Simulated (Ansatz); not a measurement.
## CsSnI3 under changes of volume

One of the cells (47.797 Å³/atom); the others are scaled copies at fixed shape and fractional positions:

```xyz
5
Lattice="6.2057 0.0000 0.0000 0.0000 6.2057 0.0000 0.0000 0.0000 6.2057" Properties=species:S:1:pos:R:3 pbc="T T T"
Cs    0.0000    0.0000    0.0000
I     3.1029    3.1029    0.0000
I     3.1029    0.0000    3.1029
I     0.0000    3.1029    3.1029
Sn    3.1029    3.1029    3.1029
```

- Program: Ansatz 0.2.0
- Functional: PBEsol
- Potentials or basis: all-electron LAPW, scalar-relativistic
- Cutoff: 174 eV (chosen from the basis error)
- Basis error allowed: 0.002 eV/atom
- k mesh: 5 × 5 × 5
- Occupations: fermi-dirac, width 0.05 eV
- Spin: no spin polarisation

| volume (Å³/atom) | energy over the lowest point (meV/atom) | pressure (GPa) | gap on the mesh (eV) |
| --- | --- | --- | --- |
| 44.929 | 1.04 | 0.4 | 1.67 |
| 45.885 | 0.00 | 0.0 | 1.69 |
| 46.841 | ? | ? | ? |
| 47.797 | 4.43 | -0.7 | 1.73 |
| 48.753 | 9.40 | -1.0 | 1.74 |
| 49.709 | 15.95 | -1.2 | 1.76 |
| 50.665 | 23.90 | -1.4 | 1.78 |

Q: What does the run at 46.841 Å³/atom give?

A: Energy over the lowest point 1.23 meV/atom; pressure -0.4 GPa; gap on the mesh 1.71 eV.

Worked out: A Birch-Murnaghan fit of order 3 (a polynomial in V^(-2/3)) to the other rows has its minimum at 45.83 Å³/atom with B0 = V·E''(V) = 18.2 GPa and B' = 4.7. It gives 1.22 meV/atom at 46.841 Å³/atom, against the run's 1.23, and -dE/dV = -0.4 GPa, against -0.4. A straight line through the other rows of the gap, of slope 0.895 eV per unit of ln V (its deformation potential), gives 1.71 eV, against the run's 1.71.

Energies are extrapolated to zero smearing.

Caveats: spin-orbit coupling is left out, which moves the levels of the heavy elements; an odd mesh through Γ misses points on the zone boundary, where band edges often lie; the cell was measured hot, at 500 K.
